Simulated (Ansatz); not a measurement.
# Germanium, hcp under LDA: structure, energy and stiffness

Aim: take germanium in the hcp structure, relax it, solve it on a dense k-mesh, switch on spin-orbit coupling, then scale the cell to 7 volumes from 88 to 112 % of the relaxed one and try a fit of the equation of state. The k-meshes are 12×12×7 for the relaxation; 20×20×11 for the dense run; 12×12×7 for spin-orbit coupling; 14×14×8 for the volumes.

This is Ge in the hcp structure; at room conditions it is diamond.

Method: DFT LDA (PW92), plane waves (420 eV) with PAW, scalar-relativistic; PBE-made PAW files, in Ansatz 0.2.0.

## (1) The system as given

The structure is hexagonal, space group P6_3/mmc (No. 194). Conventional cell: a = 3.008 Å, b = 3.008 Å, c = 4.911 Å, α = 90.00°, β = 90.00°, γ = 120.00°. Around Ge (site symmetry -6m2) lie 12 Ge at 3.01 Å.

Structure file:

```cif
data_structure
_symmetry_space_group_name_H-M 'P 1'
_symmetry_Int_Tables_number 1
_cell_length_a 3.0077
_cell_length_b 3.0077
_cell_length_c 4.9115
_cell_angle_alpha 90.000
_cell_angle_beta 90.000
_cell_angle_gamma 120.000
_cell_volume 38.48
loop_
_atom_site_label
_atom_site_type_symbol
_atom_site_fract_x
_atom_site_fract_y
_atom_site_fract_z
_atom_site_occupancy
Ge1 Ge 0.33333 0.66667 0.25000 1
Ge2 Ge 0.66667 0.33333 0.75000 1
```

## (2) Relaxation of the cell

input.yaml

```yaml
crystal:
  lattice:
    - [3.0076538696, 0.0, 0.0]
    - [-1.5038269348, 2.6047046568, 0.0]
    - [0.0, 0.0, 4.911498769]
  atoms:
    - { symbol: Ge, position: [0.3333333333, 0.6666666667, 0.25] }
    - { symbol: Ge, position: [0.6666666667, 0.3333333333, 0.75] }
hamiltonian:
  xc: lda
  pseudopotentials:
    kind: paw
    azcp:
      Ge: "pseudopotentials/Ge.paw.azcp"
basis:
  ecutwfc: 420
  fft_grid_basis: typed
kpoints:
  mp_grid: { grid: [12, 12, 7], shift: [0, 0, 0] }
magnetization:
  spin_polarized: false
scf:
  occupations: { method: fermi_dirac, width: 0.1 }
relax:
  max_steps: 60
  f_tol: 0.01
  cell: {}
output:
  write_density: true
  write_potential: true
  elf: true
  volumetric_format: npy
```

The program printed, cut to the lines that bear on the results:

```text
Warning: <dir> the record states the generating functional pbe (its physics header spells it `PBE`), which answers neither for hamiltonian.xc's functional nor for the lda family's — results may be inconsistent (PPs are generated against a specific XC)
Warning: RAYON_NUM_THREADS=2 ignored (pool sized by the plan → 2); use --threads N
[...]
Pseudopotentials: kind: paw
Pseudopotential: Ge, paw, valence charge 14, recommended cutoff 420 eV (normal), <dir>
Functional definition: SPW92
[...]
Crystal: 2 atoms, lattice volume = 38.477 Å³
Basis set: ecut = 420 eV, 713 PW (Γ)
Bands: 18, of which v1, the nominal top of the filled ones, is band 14 counted from 1 (13 counted from 0)
Symmetry: 24 space group operations
Space group: P63/mmc (ITA 194), of the structure as read, at distance tolerance 3.4e-5 Å
k-points: 76 of 1008
[...]
SCF iter   1: F=—  HF=-8430.788439 eV  |F-HF|=—  |Δ(HF+E_count)|=         —  Δρ=4.79e-3  dr2=4.94e-3  ethr=1.77e-3  ⟨swp⟩=4.9  Hψ=5568  notcnv=0
[...]
relax step   1: F+E_penalty+E_count = -8430.78529642 eV  Δ(F+E_penalty+E_count) = +0.000e0 eV  max|allowed force component| = 1.480e-16 eV/Å  Δτ_max = 0.0000 Å  P = -4.673 GPa  Ω = 38.477 Å³  (6 SCF iters, dr2 threshold 1.00e-7 eV, accepted)
[...]
relax step   5: F+E_penalty+E_count = -8430.84285684 eV  Δ(F+E_penalty+E_count) = -3.609e-5 eV  max|allowed force component| = 5.089e-17 eV/Å  Δτ_max = 0.0000 Å  P = -0.002 GPa  Ω = 35.893 Å³  energy of the carried Pulay correction = +5.608e-4 eV  (6 SCF iters, accepted)
[...]
relax step   6: F+E_penalty+E_count = -8430.84220362 eV  Δ(F+E_penalty+E_count) = +6.532e-4 eV  max|allowed force component| = 5.089e-17 eV/Å  Δτ_max = 0.0000 Å  P = +0.006 GPa  Ω = 35.893 Å³  stress off target by 1.55e-2 GPa  SCF on the basis re-selected at this cell (its energy is not [...]
SCF converged after 6 iterations
Free energy (F): -8430.842204 eV
[...]
E sigma→0 (E₀):  -8430.828592 eV
Entropy (-TS):   -0.027224 eV (-13.612 meV/atom)
Fermi energy:    11.577242 eV
[...]
--- Forces (eV/Å), atoms counted from 1 ---
  atom   1  Ge     0.00000000    -0.00000000     0.00000000
  atom   2  Ge     0.00000000     0.00000000    -0.00000000
[...]
--- Stress (GPa, compression-positive) ---
        0.015473      -0.000000       0.000000
       -0.000000       0.015473      -0.000000
        0.000000      -0.000000      -0.011494
  P = ⅓ Tr σ = 0.0065 GPa (0.065 kbar)
--- Band table (eV; the first three rows and the last of 76) ---
  k-point 0: bands = ["-13.2825", "-13.2694", "-13.2694", "-13.2633", "-13.2593", "-13.2593", "-13.2527", "-13.2527", "-13.1678", "-13.1678", "-2.0708", "4.1348", "5.9397", "17.8540", "17.8540", "20.0367", "20.0367", "21.9170"]
[...]
--- Relaxed structure (5 steps of the walk, 5 accepted, 1 SCFs on fresh bases) ---
  F+E_penalty+E_count = -8430.84220362 eV   max|allowed force component| = 5.089e-17 eV/Å   (the final SCF, on the basis selected at the relaxed cell)
  cell:  # Å, volume = 35.8931 Å³
    - [2.9887112132720786, 2.7452897979379667e-33, 3.4275853011618552e-18]
    - [-1.4943556066360393, 2.5882998352690314, -1.7137926505809286e-18]
    - [5.597246796801525e-18, -1.8679409333483654e-33, 4.639939023662504]
  atoms:
    - { symbol: Ge, position: [0.3333333333333333, 0.6666666666666666, 0.25] }
    - { symbol: Ge, position: [0.6666666666666666, 0.3333333333333333, 0.7500000000000001] }
```

Run time: 3.5 s. Hardware: 2 threads of AMD EPYC 9R45 (Zen 5), shared host; peak memory 0.41 GiB.

The walk, from the log:

```
step  energy change (meV/atom)  largest force (eV/Å)  pressure (GPa)  volume (Å³/atom)
   1                      0.00                0.0000           -4.67            19.238
   2                    -24.24                0.0000            2.00            17.472
   3                    -28.16                0.0000            0.13            17.897
   4                    -28.76                0.0000            0.00            17.950
   5                    -28.78                0.0000            0.00            17.947
   6                    -28.45                0.0000            0.01            17.947
```

Steps that repeat a cell are solved on a basis chosen anew, so their changes of energy are no gain of the relaxation.

The cell of the run, before and after:

|  | before | after | change |
| --- | --- | --- | --- |
| a (Å) | 3.008 | 2.989 | -0.6 % |
| b (Å) | 3.008 | 2.989 | -0.6 % |
| c (Å) | 4.911 | 4.640 | -5.5 % |
| volume (Å³/atom) | 19.238 | 17.947 | -6.7 % |
| shortest distance (Å) | 3.008 | 2.891 | -3.9 % |
| space group (spins left aside) | P6_3/mmc | P6_3/mmc | same |

## (3) Dense single point

input.yaml

```yaml
crystal:
  lattice:
    - [2.9887112133, 0.0, 0.0]
    - [-1.4943556066, 2.5882998353, 0.0]
    - [0.0, 0.0, 4.6399390237]
  atoms:
    - { symbol: Ge, position: [0.3333333333, 0.6666666667, 0.25] }
    - { symbol: Ge, position: [0.6666666667, 0.3333333333, 0.75] }
hamiltonian:
  xc: lda
  pseudopotentials:
    kind: paw
    azcp:
      Ge: "pseudopotentials/Ge.paw.azcp"
basis:
  ecutwfc: 420
  fft_grid_basis: typed
kpoints:
  mp_grid: { grid: [20, 20, 11], shift: [0, 0, 0] }
magnetization:
  spin_polarized: false
scf:
  occupations: { method: fermi_dirac, width: 0.1 }
```

The program printed, cut to the lines that bear on the results:

```text
Warning: <dir> the record states the generating functional pbe (its physics header spells it `PBE`), which answers neither for hamiltonian.xc's functional nor for the lda family's — results may be inconsistent (PPs are generated against a specific XC)
Warning: RAYON_NUM_THREADS=2 ignored (pool sized by the plan → 2); use --threads N
[...]
[... 3 set-up lines as earlier in the session ...]
[...]
Crystal: 2 atoms, lattice volume = 35.893 Å³
Basis set: ecut = 420 eV, 687 PW (Γ)
Bands: 18, of which v1, the nominal top of the filled ones, is band 14 counted from 1 (13 counted from 0)
[... 1 set-up line as earlier in the session ...]
Space group: P63/mmc (ITA 194), of the structure as read, at distance tolerance 3.3e-5 Å
k-points: 264 of 4400
[...]
SCF iter   1: F=—  HF=-8430.826958 eV  |F-HF|=—  |Δ(HF+E_count)|=         —  Δρ=5.44e-3  dr2=5.58e-3  ethr=1.77e-3  ⟨swp⟩=4.9  Hψ=19274  notcnv=0
[...]
SCF iter   6: F=-8430.823666 eV  HF=-8430.823666 eV  |F-HF|=4.00e-11  |Δ(HF+E_count)|=   7.03e-9  Δρ=8.48e-7  dr2=8.42e-11  ethr=1.44e-10  ⟨swp⟩=1.0  Hψ=14246  notcnv=0
[...]
SCF converged after 6 iterations
Free energy (F): -8430.823666 eV
[...]
E sigma→0 (E₀):  -8430.808701 eV
Entropy (-TS):   -0.029930 eV (-14.965 meV/atom)
Fermi energy:    11.552268 eV
[...]
```

Run time: 1.4 s. Hardware: 2 threads of AMD EPYC 9R45 (Zen 5), shared host; peak memory 0.44 GiB.

## (4) A two-component run at the same geometry

input.yaml, as its differences from that of step 3:

```diff
@@ -11,3 +11,3 @@
   pseudopotentials:
-    kind: paw
+    kind: paw_fr
     azcp:
@@ -18,6 +18,12 @@
 kpoints:
-  mp_grid: { grid: [20, 20, 11], shift: [0, 0, 0] }
+  mp_grid: { grid: [12, 12, 7], shift: [0, 0, 0] }
 magnetization:
-  spin_polarized: false
+  noncollinear: true
+  spin_orbit: true
 scf:
   occupations: { method: fermi_dirac, width: 0.1 }
+output:
+  write_density: true
+  write_potential: true
+  elf: true
+  volumetric_format: npy
```

The program printed, cut to the lines that bear on the results:

```text
Warning: <dir> the record states the generating functional pbe (its physics header spells it `PBE`), which answers neither for hamiltonian.xc's functional nor for the lda family's — results may be inconsistent (PPs are generated against a specific XC)
Warning: RAYON_NUM_THREADS=2 ignored (pool sized by the plan → 2); use --threads N
[...]
Pseudopotentials: kind: paw_fr
Pseudopotential: Ge, paw_fr, valence charge 14, recommended cutoff 420 eV (normal), <dir>
[... 1 set-up line as earlier in the session ...]
[...]
non-collinear run that drives no moment, with spin-orbit: no starting moment large enough to seed its density (crystal.atoms[].spin), no starting occupations that ask for one, no magnetisation constraint and no magnetic field, so the semilocal B_xc is pinned to zero
Crystal: 2 atoms, lattice volume = 35.893 Å³
Basis set: ecut = 420 eV, 687 PW (Γ)
Bands: 36, of which v1, the nominal top of the filled ones, is band 28 counted from 1 (27 counted from 0)
Symmetry: 24 space group operations + 24 with time reversal
Magnetic group: BNS 194.264 (UNI 1494), of the structure as read, at distance tolerance 3.3e-5 Å
k-points: 76 of 1008
Projection manifold: j_resolved (fully-relativistic pseudo-atomic orbitals)
[...]
SCF iter   1: F=—  HF=-8431.040021 eV  |F-HF|=—  |Δ(HF+E_count)|=         —  Δρ=1.02e-2  dr2=3.87e-2  dr2_m=0.00e0 (ungated)  ethr=3.10e-3  |M|=0.00e0 ∫|m|=0.00e0 μB  |m|>n=0.0e0 m-floor=0.0e0 τ_xc=0.0e0  β_m=0.30  ⟨swp⟩=6.8  Hψ=6217  notcnv=0  defer=2
[...]
SCF iter   6: F=-8431.023405 eV  HF=-8431.023405 eV  |F-HF|=8.42e-8  |Δ(HF+E_count)|=   2.62e-6  Δρ=1.63e-5  dr2=5.30e-8  dr2_m=0.00e0 (ungated)  ethr=3.57e-10  |M|=0.00e0 ∫|m|=0.00e0 μB  |m|>n=0.0e0 m-floor=0.0e0 τ_xc=0.0e0  ⟨swp⟩=3.0  Hψ=4688  notcnv=0
[...]
SCF converged after 6 iterations
Magnetization: |M| = 0.0000 μB,  M = (+0.0000, +0.0000, +0.0000) μB
Absolute magnetization: 0.0000 μB (∫|m|)
  site 0: m = (+0.0000, +0.0000, +0.0000) μB, |m| = 0.0000 μB  (R = 1.19 Å)
  site 1: m = (+0.0000, +0.0000, +0.0000) μB, |m| = 0.0000 μB  (R = 1.19 Å)
Free energy (F): -8431.023405 eV
[...]
E sigma→0 (E₀):  -8431.009799 eV
Entropy (-TS):   -0.027213 eV (-13.606 meV/atom)
Fermi energy:    11.574025 eV
[...]
--- Band table (eV; the first three rows and the last of 76) ---
[...]
```

It took 3.2 s on 2 threads of AMD EPYC 9R45 (Zen 5), shared host; peak memory 0.51 GiB.

With and without spin-orbit coupling:

```
                          scalar-relativistic      with spin-orbit coupling
         k-mesh                      20×20×11                       12×12×7
gap on the mesh  none (levels filled in part)  none (levels filled in part)
```

The meshes differ, so small differences between the columns need not come from spin-orbit coupling.

Density in a lattice plane of the grid's cell (edges 2.99 and 4.64 Å, at 0.333 of the third edge), which holds Ge.

Ten even steps from ' ' (0.13 e/Å³) to '@' (49.77 e/Å³):
```
                                
                                
                    ....        
                  ::==++--..    
                ..==%%@@++..    
                  ::==++--..    
                    ....        
                                
                                
                                
                                
                                
                                
                                
                                
                                
                                
                                
                                
                                
```
Columns run along the first of these edges and rows up along the second, over one cell in 16 and 20 even steps from the bottom left corner. Atoms in the plane (fractional): Ge at (0.67, 0.75).

ELF in the same plane.

Values, 12 rows by 8 columns:
```
0.39 0.25 0.29 0.41 0.43 0.41 0.42 0.42
0.42 0.32 0.37 0.42 0.28 0.07 0.11 0.37
0.42 0.35 0.39 0.41 0.15 0.03 0.03 0.27
0.42 0.32 0.37 0.42 0.28 0.07 0.11 0.37
0.39 0.25 0.29 0.41 0.43 0.41 0.42 0.42
0.30 0.29 0.29 0.33 0.40 0.43 0.42 0.38
0.39 0.41 0.41 0.37 0.29 0.26 0.27 0.31
0.42 0.42 0.42 0.41 0.32 0.22 0.24 0.37
0.42 0.43 0.43 0.42 0.34 0.22 0.25 0.39
0.42 0.42 0.42 0.41 0.32 0.22 0.24 0.37
0.39 0.41 0.41 0.37 0.29 0.26 0.27 0.31
0.30 0.29 0.29 0.33 0.40 0.43 0.42 0.38
```
Columns run along the first of these edges and rows up along the second, over one cell in 8 and 12 even steps from the bottom left corner. Atoms in the plane (fractional): Ge at (0.67, 0.75).

Both are smooth fields of the valence electrons: close to the nuclei they are not physical.

## (5) The cell scaled to 88 % of its volume

input.yaml

```yaml
crystal:
  lattice:
    - [2.8640340509, 0.0, 0.0]
    - [-1.4320170254, 2.4803262453, 0.0]
    - [0.0, 0.0, 4.4463791947]
  atoms:
    - { symbol: Ge, position: [0.3333333333, 0.6666666667, 0.25] }
    - { symbol: Ge, position: [0.6666666667, 0.3333333333, 0.75] }
hamiltonian:
  xc: lda
  pseudopotentials:
    kind: paw
    azcp:
      Ge: "pseudopotentials/Ge.paw.azcp"
basis:
  ecutwfc: 420
  fft_grid_basis: typed
kpoints:
  mp_grid: { grid: [14, 14, 8], shift: [0, 0, 0] }
magnetization:
  spin_polarized: false
scf:
  occupations: { method: fermi_dirac, width: 0.1 }
  lower_state_search: "off"
output:
  stress: true
```

The program printed, cut to the lines that bear on the results:

```text
Warning: <dir> the record states the generating functional pbe (its physics header spells it `PBE`), which answers neither for hamiltonian.xc's functional nor for the lda family's — results may be inconsistent (PPs are generated against a specific XC)
Warning: RAYON_NUM_THREADS=2 ignored (pool sized by the plan → 2); use --threads N
[...]
[... 3 set-up lines as earlier in the session ...]
[...]
Crystal: 2 atoms, lattice volume = 31.586 Å³
Basis set: ecut = 420 eV, 615 PW (Γ)
Bands: 18, of which v1, the nominal top of the filled ones, is band 14 counted from 1 (13 counted from 0)
[... 1 set-up line as earlier in the session ...]
Space group: P63/mmc (ITA 194), of the structure as read, at distance tolerance 3.2e-5 Å
k-points: 120 of 1568
[...]
SCF iter   1: F=—  HF=-8430.654920 eV  |F-HF|=—  |Δ(HF+E_count)|=         —  Δρ=5.68e-3  dr2=4.72e-3  ethr=1.77e-3  ⟨swp⟩=4.9  Hψ=8747  notcnv=0
[...]
SCF iter   6: F=-8430.651982 eV  HF=-8430.651982 eV  |F-HF|=6.68e-8  |Δ(HF+E_count)|=   1.59e-7  Δρ=1.46e-5  dr2=2.71e-8  ethr=3.57e-10  ⟨swp⟩=3.2  Hψ=6071  notcnv=0
[...]
SCF converged after 6 iterations
Free energy (F): -8430.651982 eV
[...]
E sigma→0 (E₀):  -8430.637067 eV
Entropy (-TS):   -0.029829 eV (-14.915 meV/atom)
Fermi energy:    13.720249 eV
[...]
--- Stress (GPa, compression-positive) ---
       12.149714       0.000000       0.000000
        0.000000      12.149714       0.000000
        0.000000       0.000000      15.313217
  P = ⅓ Tr σ = 13.2042 GPa (132.042 kbar)
```

Wall time 0.76 s (2 threads of AMD EPYC 9R45 (Zen 5), shared host); peak memory 0.39 GiB.

## (6) The cell scaled to 92 % of its volume

input.yaml, as its differences from that of step 5:

```diff
@@ -2,5 +2,5 @@
   lattice:
-    - [2.8640340509, 0.0, 0.0]
-    - [-1.4320170254, 2.4803262453, 0.0]
-    - [0.0, 0.0, 4.4463791947]
+    - [2.9067871308, 0.0, 0.0]
+    - [-1.4533935654, 2.5173514987, 0.0]
+    - [0.0, 0.0, 4.5127528488]
   atoms:
```

The program printed, cut to the lines that bear on the results:

```text
Warning: <dir> the record states the generating functional pbe (its physics header spells it `PBE`), which answers neither for hamiltonian.xc's functional nor for the lda family's — results may be inconsistent (PPs are generated against a specific XC)
Warning: RAYON_NUM_THREADS=2 ignored (pool sized by the plan → 2); use --threads N
[...]
[... 3 set-up lines as earlier in the session ...]
[...]
Crystal: 2 atoms, lattice volume = 33.022 Å³
Basis set: ecut = 420 eV, 627 PW (Γ)
Bands: 18, of which v1, the nominal top of the filled ones, is band 14 counted from 1 (13 counted from 0)
[... 2 set-up lines as earlier in the session ...]
k-points: 120 of 1568
[...]
SCF iter   1: F=—  HF=-8430.748709 eV  |F-HF|=—  |Δ(HF+E_count)|=         —  Δρ=5.51e-3  dr2=5.08e-3  ethr=1.77e-3  ⟨swp⟩=4.9  Hψ=8745  notcnv=0
[...]
SCF iter   7: F=-8430.745653 eV  HF=-8430.745653 eV  |F-HF|=3.31e-9  |Δ(HF+E_count)|=   6.52e-8  Δρ=3.21e-6  dr2=1.37e-9  ethr=2.09e-10  ⟨swp⟩=3.2  Hψ=6064  notcnv=0
[...]
SCF converged after 7 iterations
Free energy (F): -8430.745653 eV
[...]
E sigma→0 (E₀):  -8430.730266 eV
Entropy (-TS):   -0.030775 eV (-15.388 meV/atom)
Fermi energy:    12.938433 eV
[...]
--- Stress (GPa, compression-positive) ---
        6.945359       0.000000       0.000000
        0.000000       6.945359       0.000000
        0.000000       0.000000       9.800512
  P = ⅓ Tr σ = 7.8971 GPa (78.971 kbar)
```

Wall time 0.84 s (2 threads of AMD EPYC 9R45 (Zen 5), shared host); peak memory 0.39 GiB.

## (7) The cell scaled to 96 % of its volume

input.yaml, as its differences from that of step 6:

```diff
@@ -2,5 +2,5 @@
   lattice:
-    - [2.9067871308, 0.0, 0.0]
-    - [-1.4533935654, 2.5173514987, 0.0]
-    - [0.0, 0.0, 4.5127528488]
+    - [2.9483182723, 0.0, 0.0]
+    - [-1.4741591362, 2.5533185223, 0.0]
+    - [0.0, 0.0, 4.5772294577]
   atoms:
```

The program printed, cut to the lines that bear on the results:

```text
Warning: <dir> the record states the generating functional pbe (its physics header spells it `PBE`), which answers neither for hamiltonian.xc's functional nor for the lda family's — results may be inconsistent (PPs are generated against a specific XC)
Warning: RAYON_NUM_THREADS=2 ignored (pool sized by the plan → 2); use --threads N
[...]
[... 3 set-up lines as earlier in the session ...]
[...]
Crystal: 2 atoms, lattice volume = 34.457 Å³
Basis set: ecut = 420 eV, 675 PW (Γ)
Bands: 18, of which v1, the nominal top of the filled ones, is band 14 counted from 1 (13 counted from 0)
[... 2 set-up lines as earlier in the session ...]
k-points: 120 of 1568
[...]
SCF iter   1: F=—  HF=-8430.799676 eV  |F-HF|=—  |Δ(HF+E_count)|=         —  Δρ=5.35e-3  dr2=5.35e-3  ethr=1.77e-3  ⟨swp⟩=4.9  Hψ=8758  notcnv=0
[...]
SCF iter   7: F=-8430.796624 eV  HF=-8430.796624 eV  |F-HF|=3.17e-9  |Δ(HF+E_count)|=   6.42e-8  Δρ=3.16e-6  dr2=1.43e-9  ethr=2.17e-10  ⟨swp⟩=3.4  Hψ=6123  notcnv=0
[...]
SCF converged after 7 iterations
Free energy (F): -8430.796624 eV
[...]
E sigma→0 (E₀):  -8430.780939 eV
Entropy (-TS):   -0.031371 eV (-15.685 meV/atom)
Fermi energy:    12.220745 eV
[...]
--- Stress (GPa, compression-positive) ---
        2.740245      -0.000000       0.000000
       -0.000000       2.740245       0.000000
        0.000000       0.000000       5.417141
  P = ⅓ Tr σ = 3.6325 GPa (36.325 kbar)
```

Run time: 0.85 s. Hardware: 2 threads of AMD EPYC 9R45 (Zen 5), shared host; peak memory 0.4 GiB.

## (8) The cell scaled to 100 % of its volume

input.yaml, as its differences from that of step 7:

```diff
@@ -2,5 +2,5 @@
   lattice:
-    - [2.9483182723, 0.0, 0.0]
-    - [-1.4741591362, 2.5533185223, 0.0]
-    - [0.0, 0.0, 4.5772294577]
+    - [2.9887112133, 0.0, 0.0]
+    - [-1.4943556066, 2.5882998353, 0.0]
+    - [0.0, 0.0, 4.6399390237]
   atoms:
```

The program printed, cut to the lines that bear on the results:

```text
Warning: <dir> the record states the generating functional pbe (its physics header spells it `PBE`), which answers neither for hamiltonian.xc's functional nor for the lda family's — results may be inconsistent (PPs are generated against a specific XC)
Warning: RAYON_NUM_THREADS=2 ignored (pool sized by the plan → 2); use --threads N
[...]
[... 3 set-up lines as earlier in the session ...]
[...]
Crystal: 2 atoms, lattice volume = 35.893 Å³
Basis set: ecut = 420 eV, 687 PW (Γ)
Bands: 18, of which v1, the nominal top of the filled ones, is band 14 counted from 1 (13 counted from 0)
[... 2 set-up lines as earlier in the session ...]
k-points: 120 of 1568
[...]
SCF iter   1: F=—  HF=-8430.816502 eV  |F-HF|=—  |Δ(HF+E_count)|=         —  Δρ=5.41e-3  dr2=5.57e-3  ethr=1.77e-3  ⟨swp⟩=4.9  Hψ=8774  notcnv=0
[...]
SCF iter   6: F=-8430.813202 eV  HF=-8430.813202 eV  |F-HF|=4.91e-11  |Δ(HF+E_count)|=   7.20e-9  Δρ=9.04e-7  dr2=9.63e-11  ethr=1.44e-10  ⟨swp⟩=1.1  Hψ=6489  notcnv=0
[...]
SCF converged after 6 iterations
Free energy (F): -8430.813202 eV
[...]
E sigma→0 (E₀):  -8430.797229 eV
Entropy (-TS):   -0.031946 eV (-15.973 meV/atom)
Fermi energy:    11.559522 eV
[...]
--- Stress (GPa, compression-positive) ---
       -0.670872      -0.000000       0.000000
        0.000000      -0.670872       0.000000
        0.000000       0.000000       1.915054
  P = ⅓ Tr σ = 0.1911 GPa (1.911 kbar)
```

Wall time 0.81 s (2 threads of AMD EPYC 9R45 (Zen 5), shared host); peak memory 0.4 GiB.

(Part 1 of 2 ends here.)
